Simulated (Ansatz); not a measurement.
**Strain response of In**

Theory: DFT PBE, scalar-relativistic, plane waves, PAW in Ansatz 0.2.0. Run with 420 eV cutoff, 12×12×10 k-mesh, Gaussian smearing of 0.10 eV, no spin polarisation.

Starting point, cell and atoms relaxed:

```yaml
crystal:
  lattice:
    - [3.38773, 0.00000, 0.00000]
    - [0.00000, 3.38773, 0.00000]
    - [0.00000, 0.00000, 4.78786]
  atoms:
    - { symbol: In, position: [0.00000, 0.00000, 0.00000] }
    - { symbol: In, position: [0.50000, 0.50000, 0.50000] }
```

Deformation: shear that moves c along a by the strain times its height over the a-b plane, the cell held and the atoms relaxed, all within the symmetry that the strain leaves. Energies are extrapolated to zero smearing. Stress is positive in compression, on the Cartesian axes of the cell above. On this cell's mesh the reference holds a stress of up to 0.57 GPa.

| strain (%) | ΔE (meV/atom) | a (Å) | b (Å) | c (Å) | σxx (GPa) | σyy (GPa) | σzz (GPa) | σyz (GPa) | σxz (GPa) | σxy (GPa) |
| --- | --- | --- | --- | --- | --- | --- | --- | --- | --- | --- |
| +0.0 | 0.0 | 3.388 | 3.388 | 4.788 | -0.30 | -0.30 | 0.57 | 0.00 | 0.00 | 0.00 |
| +1.0 | 0.0 | 3.388 | 3.388 | 4.788 | -0.28 | -0.28 | 0.54 | 0.00 | -0.04 | 0.00 |
| +2.0 | ? | 3.388 | 3.388 | 4.789 | ? | ? | ? | ? | ? | ? |
| +3.0 | ? | 3.388 | 3.388 | 4.790 | ? | ? | ? | ? | ? | ? |
| +4.0 | 0.5 | 3.388 | 3.388 | 4.792 | -0.11 | -0.17 | 0.33 | 0.00 | -0.25 | 0.00 |
| +6.0 | 1.6 | 3.388 | 3.388 | 4.796 | 0.03 | -0.19 | 0.33 | 0.00 | -0.50 | 0.00 |

Fill in the row at +2.0 %.

ΔE 0.2 meV/atom; σxx -0.24 GPa; σyy -0.24 GPa; σzz 0.46 GPa; σyz 0.00 GPa; σxz -0.09 GPa; σxy 0.00 GPa.

Fill in the row at +3.0 %.

ΔE 0.3 meV/atom; σxx -0.17 GPa; σyy -0.20 GPa; σzz 0.38 GPa; σyz 0.00 GPa; σxz -0.15 GPa; σxy 0.00 GPa.

This fcc form isn't the element's structure at ambient conditions.